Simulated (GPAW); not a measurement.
The system is PbSe (Clausthalite).

```
Pb Se
1.0
     0.00000    3.06065    3.06065
     3.06065    0.00000    3.06065
     3.06065    3.06065    0.00000
Pb Se
1 1
Direct
  0.00000 0.00000 0.00000
  0.50000 0.50000 0.50000
```

Base run:

- Program: GPAW 26.7.0
- Functional: SOGGA
- Potentials or basis: PAW data sets generated in the run's folder for this functional
- Cutoff: 600 eV
- Basis: pw
- k mesh: 6 × 6 × 6
- Occupations: fermi-dirac, width 0.05 eV
- Spin: spin-orbit coupling, no magnetisation

Its results: band gap on the k mesh 0.47 eV, direct; pressure -0.9 GPa.

Problem. The run is repeated on the same cell with these changes: functional from SOGGA to BLYP; band points from 100 to 60. What comes out?

Solution. Band gap on the k mesh 0.37 eV, direct; pressure 5.7 GPa.

Caveats: spin-orbit coupling was added after a scalar SCF, so levels and gaps hold it while energy, forces, pressure and moments don't; this program's spin-orbit splittings come out too wide for heavy elements.

A k mesh can miss the band edges.
